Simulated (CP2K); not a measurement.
## BeTe: one setting at a time in CP2K

Simulated with CP2K 2026.2. This is a test of settings. The cell was built from a prototype and was relaxed with r2SCAN in plane waves (Ansatz 0.2.0). Not every such cell is a known phase. All runs are without spin polarisation.

It is hexagonal, P6_3/mmc (No. 194); a = 4.031 Å, c = 8.144 Å in the conventional setting, 28.65 Å³ an atom. Be is surrounded by 3 Te at 2.33 Å; Te is surrounded by 3 Be at 2.33 Å.

The base run uses PBE in the SZV-MOLOPT-SR basis.

```
&GLOBAL
 PROJECT run
 RUN_TYPE ENERGY_FORCE
 PRINT_LEVEL LOW
&END GLOBAL
&FORCE_EVAL
 METHOD QS
 STRESS_TENSOR ANALYTICAL
 &DFT
  BASIS_SET_FILE_NAME BASIS_MOLOPT
  POTENTIAL_FILE_NAME GTH_POTENTIALS
  &QS
   EXTRAPOLATION USE_GUESS
  &END QS
  &MGRID
   CUTOFF 350
   REL_CUTOFF 50
  &END MGRID
  &XC
   &XC_FUNCTIONAL PBE
   &END XC_FUNCTIONAL
  &END XC
  &KPOINTS
   SCHEME MONKHORST-PACK 5 5 3
   SYMMETRY F
   FULL_GRID F
  &END KPOINTS
  &SCF
   ADDED_MOS 10
   EPS_SCF 1e-6
   MAX_SCF 80
   &DIAGONALIZATION
   &END DIAGONALIZATION
   &MIXING
    METHOD BROYDEN_MIXING
    ALPHA 0.3
   &END MIXING
   &SMEAR
    METHOD FERMI_DIRAC
    ELECTRONIC_TEMPERATURE [K] 232
   &END SMEAR
   &PRINT
    &ITERATION_INFO
    &END ITERATION_INFO
   &END PRINT
  &END SCF
  &PRINT
   &BAND_STRUCTURE
    FILE_NAME bands.bs
    ADDED_MOS 6
    &KPOINT_SET
     UNITS B_VECTOR
     SPECIAL_POINT 0.00000000 0.00000000 0.00000000
     NPOINTS 0
    &END KPOINT_SET
    &KPOINT_SET
     UNITS B_VECTOR
     SPECIAL_POINT 0.50000000 0.00000000 0.00000000
     NPOINTS 0
    &END KPOINT_SET
    &KPOINT_SET
     UNITS B_VECTOR
     SPECIAL_POINT 0.33333333 0.33333333 0.00000000
     NPOINTS 0
    &END KPOINT_SET
    &KPOINT_SET
     UNITS B_VECTOR
     SPECIAL_POINT 0.00000000 0.00000000 0.50000000
     NPOINTS 0
    &END KPOINT_SET
    &KPOINT_SET
     UNITS B_VECTOR
     SPECIAL_POINT 0.50000000 0.00000000 0.50000000
     NPOINTS 0
    &END KPOINT_SET
    &KPOINT_SET
     UNITS B_VECTOR
     SPECIAL_POINT 0.33333333 0.33333333 0.50000000
     NPOINTS 0
    &END KPOINT_SET
    &KPOINT_SET
     UNITS B_VECTOR
     SPECIAL_POINT 0.22916700 0.23437500 0.00000000
     NPOINTS 0
    &END KPOINT_SET
    &KPOINT_SET
     UNITS B_VECTOR
     SPECIAL_POINT 0.00000000 -0.50000000 0.30208300
     NPOINTS 0
    &END KPOINT_SET
    &KPOINT_SET
     UNITS B_VECTOR
     SPECIAL_POINT 0.00000000 -0.50000000 0.25000000
     NPOINTS 0
    &END KPOINT_SET
   &END BAND_STRUCTURE
  &END PRINT
 &END DFT
 &SUBSYS
  &CELL
   A 4.03085267 0.00000000 0.00000000
   B -2.01542633 3.49082081 0.00000000
   C 0.00000000 -0.00000000 8.14404754
  &END CELL
  &COORD
   SCALED
   Be 0.33333333 0.66666667 0.25000000
   Be 0.66666667 0.33333333 0.75000000
   Te 0.66666667 0.33333333 0.25000000
   Te 0.33333333 0.66666667 0.75000000
  &END COORD
  &KIND Be
   BASIS_SET SZV-MOLOPT-SR-GTH
   POTENTIAL GTH-PBE
  &END KIND
  &KIND Te
   BASIS_SET SZV-MOLOPT-SR-GTH
   POTENTIAL GTH-PBE
  &END KIND
 &END SUBSYS
 &PRINT
  &STRESS_TENSOR
  &END STRESS_TENSOR
  &FORCES
  &END FORCES
 &END PRINT
&END FORCE_EVAL
```

Command: `cp2k.psmp -i run.inp`. It took 4.5 s on 2 threads of Arm Neoverse N1 (shared host), peak memory 0.25 GiB.

It converged with a gap of 2.51 eV and a pressure of 12.20 GPa (positive in compression). Pressures on CP2K's grid carry noise of some tenths of a GPa.

Each further run moved one setting: REL_CUTOFF (grid cutoff relative to the Gaussians, in Ry); CUTOFF (density grid cutoff in Ry); XC_FUNCTIONAL (functional, with the PBE potentials kept); ALPHA (mixing weight). Changes are from the base run, which isn't itself converged in every setting; energies of another Hamiltonian, functional, basis or charge aren't compared, and those at a high electronic temperature are mostly its entropy term. CP2K's gap is over the listed points.

| setting | how it ended | gap change (eV) | energy change (meV/atom) | pressure change (GPa) | time (s) |
| --- | --- | --- | --- | --- | --- |
| REL_CUTOFF = 30 | converged | 0.00 | 0.1 | 0.00 | 3.8 |
| CUTOFF = 120 | converged | -0.16 | -570.9 | 3.86 | 3.3 |
| XC_FUNCTIONAL = PADE | converged | -0.16 | – | -1.73 | 3.8 |
| XC_FUNCTIONAL = OLYP | converged | -0.09 | – | -5.37 | 4.3 |
| ALPHA = 0.05 | converged | 0.00 | 0.0 | 0.00 | 4.2 |
| CUTOFF = 60 (poor on purpose) | converged | -0.26 | -2701.5 | 6.79 | 3.1 |

REL_CUTOFF = 30 changes nothing that matters here. ALPHA = 0.05 changes nothing that matters here.

Spin-orbit coupling is left out, which matters wherever the heavy atoms make up the band edges.
